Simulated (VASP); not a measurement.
Ru, 1 atom in the cell. It takes space group Im-3m (No. 229, cubic). The conventional cell has a = 3.053 Å, b = 3.053 Å, c = 3.053 Å, α = 90.00°, β = 90.00°, γ = 90.00°. Around Ru (site symmetry m-3m) lie 8 Ru at 2.64 Å. The cell was built by a generator and needn't be a form met in nature.

```yaml
Program: VASP 6.6.1
Task: single point
Functional: PBE
Potentials_or_basis: VASP PAW PBE potentials, release 64 (Ru_pv)
Cutoff: 520 eV
k_mesh: 20 × 20 × 20
Occupations: gaussian, width 0.05 eV
Spin: no spin polarisation
Dipole_correction: no
Further_INCAR_settings: ALGO = Fast; EDIFF = 1e-06; NBANDS = 13
```

Potentials or basis: VASP PAW PBE potentials, release 64 (Ru_pv).

Launch:

```console
$ cat potpaw_PBE.64/Ru_pv/POTCAR > POTCAR
$ mpirun -np 1 vasp_std > vasp.out
```

Hardware: 1 thread of AMD EPYC 7571 (shared host).

**Question.** How long does it take, and how much memory?

**Answer.** Run time: 64 s on 1 thread of AMD EPYC 7571, with other jobs on the host, peak memory 0.12 GiB. Counts: scf iterations 12, k points 256.
